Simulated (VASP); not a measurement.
TaN under changes of volume

One of the cells (11.571 Å³/atom); the others are scaled copies at fixed shape and fractional positions:

```
CELL_PARAMETERS angstrom
5.23041 0.00000 0.00000
-2.61521 4.52967 0.00000
0.00000 0.00000 2.93028
ATOMIC_POSITIONS crystal
Ta 0.00000 0.00000 0.00000
Ta 0.66667 0.33333 0.50000
Ta 0.33333 0.66667 0.50000
N 0.00000 0.39285 0.00000
N 0.60715 0.60715 0.00000
N 0.39285 0.00000 0.00000
```

* Program: VASP 6.6.1
* Functional: PBEsol
* Potentials or basis: VASP PAW PBE potentials, release 64 (Ta_pv, N)
* Cutoff: 520 eV
* k mesh: 6 × 6 × 9
* Occupations: fermi-dirac, width 0.05 eV
* Spin: no spin polarisation

```csv
volume (Å³/atom),energy over the lowest point (meV/atom),pressure (GPa),largest force (eV/Å)
10.663,33.34,20.0,0.311
10.890,10.99,11.5,0.210
11.117,0.00,3.9,0.115
11.571,7.66,-9.1,0.058
11.798,?,?,?
12.024,48.42,-19.6,0.211
```

What does the run at 11.798 Å³/atom give?

Energy over the lowest point 24.34 meV/atom; pressure -14.6 GPa; largest force 0.137 eV/Å.

Worked out: A Birch-Murnaghan fit of order 3 (a polynomial in V^(-2/3)) to the other rows has its minimum at 11.25 Å³/atom with B0 = V·E''(V) = 336 GPa and B' = 4.2 at fixed shape and positions, which overstates the stiffness. It gives 24.37 meV/atom at 11.798 Å³/atom, against the run's 24.34, and -dE/dV = -14.5 GPa, against -14.6.

Energies are extrapolated to zero smearing.

Caveats: the PAW data sets were made with another functional, which shifts forces and pressure a little.
